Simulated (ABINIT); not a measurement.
CdS (Hawleyite):

```
Cd S
1.0
     0.00000    2.91650    2.91650
     2.91650    0.00000    2.91650
     2.91650    2.91650    0.00000
Cd S
1 1
Direct
  0.00000 0.00000 0.00000
  0.75000 0.75000 0.75000
```

Program: ABINIT 10.8.3 (patched build). Alike in all runs: potentials or basis JTH PAW PBE v2.0; no spin polarisation; cell as given; cutoff (eV) 599; smearing fermi-dirac 0.05 eV. Hardware: 1 thread of Arm Neoverse V2 (shared host).

**Question.** Order these runs on this cell by their wall time, lowest first.
A. task single point; level PBE; k mesh 6 × 6 × 6
B. task single point; level PBEsol; k mesh 10 × 10 × 10
C. task band structure; level PBE; k mesh 8 × 8 × 8

**Answer.** A (18 s), B (59 s), C (140 s).
